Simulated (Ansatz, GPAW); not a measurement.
## Sb: programs and potentials compared

```
CELL_PARAMETERS angstrom
-1.87134 1.87134 1.87134
1.87134 -1.87134 1.87134
1.87134 1.87134 -1.87134
ATOMIC_POSITIONS crystal
Sb 0.00000 0.00000 0.00000
```

This isn't the form of Sb at room conditions, which is rhombohedral.

Alike in all runs: task single point; functional PBEsol; k mesh 10 × 10 × 10; occupations gaussian, width 0.02 eV; no spin polarisation; no spin-orbit coupling. Pressure is positive in compression and, in plane waves, holds the error of the finite cutoff, which Ansatz's Pulay term estimates and takes out.

```tsv
program and potentials	plane-wave cutoff (eV)	notes	band gap (eV)	pressure (GPa)
Ansatz, Ansatz PAW	420	potentials made for PBE, which Ansatz adapts in part; Pulay term of +0.04 GPa included	no gap	-0.05
GPAW, PAW data sets generated for this functional	600	-	no gap	-0.40
Ansatz, all-electron LAPW, scalar-relativistic	-	-	no gap	-0.03
```

None finds a gap. The pressure spans -0.40 (GPAW, PAW data sets generated for this functional) to -0.03 GPa (Ansatz, all-electron LAPW, scalar-relativistic), with all-electron results at -0.03.

Differences between rows come from potentials, basis sets and numerical settings, since the functional is the same but for its coding. Runs on potential files found faulty are left out.
